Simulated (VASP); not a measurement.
Set up this calculation in VASP 6.6.1, as the native input.

```yaml
Task: single point
Functional: LDA
Potentials_or_basis: VASP PAW LDA potentials, release 64 (Ag)
Cutoff: 400 eV
k_mesh: 1 × 1 × 1
Occupations: gaussian, width 0.01 eV
Spin: collinear spin, ferromagnetic start
Starting_moments: "[0.5] μB"
Fixed_moment: 1 μB
Further_INCAR_settings: ALGO = Fast; EDIFF = 1e-07; NBANDS = 16; ISYM = 0
```

The structure of Ag lies in POSCAR:

```
Ag                                      
1.0
   10.5000000000      0.0000000000      0.0000000000
    0.0000000000     11.0000000000      0.0000000000
    0.0000000000      0.0000000000     11.5000000000
  Ag            
     1
Selective dynamics
Direct
     0.5000000000000000    0.5045454544999970    0.5000000000000000   F   F   F
```

One way to write it, as run:

INCAR

```
SYSTEM = Ag
PREC = Accurate
ENCUT = 400
EDIFF = 1E-7
ISMEAR = 0
SIGMA = 0.01
LREAL = .False.
LASPH = .True.
NELM = 60
ALGO = Fast
ISIF = 2
LWAVE = .False.
LCHARG = .False.
ISPIN = 2
MAGMOM = 0.5
LORBIT = 11
NUPDOWN = 1
LMAXMIX = 4
GGA = CA
NBANDS = 16
ISYM = 0
```

KPOINTS

```
Automatic mesh
0
Gamma
  1 1 1
  0 0 0
```

Potentials or basis: VASP PAW LDA potentials, release 64 (Ag).

Run with:

```console
$ cat potpaw_LDA.64/Ag/POTCAR > POTCAR
$ mpirun -np 4 vasp_gam > vasp.out
```

Results of the run:

```yaml
Net_moment: 1.00 μB per cell
Site_moments: Ag +0.36 μB
Valence_electrons_inside_the_program's_atomic_spheres: Ag 9.71
```

Caveat: the total moment is fixed, so each spin has its own Fermi level.

It took 18 s on 4 MPI ranks on Intel(R) Xeon(R) 6975P-C (Granite Rapids) (shared host), peak memory 0.31 GiB a rank.
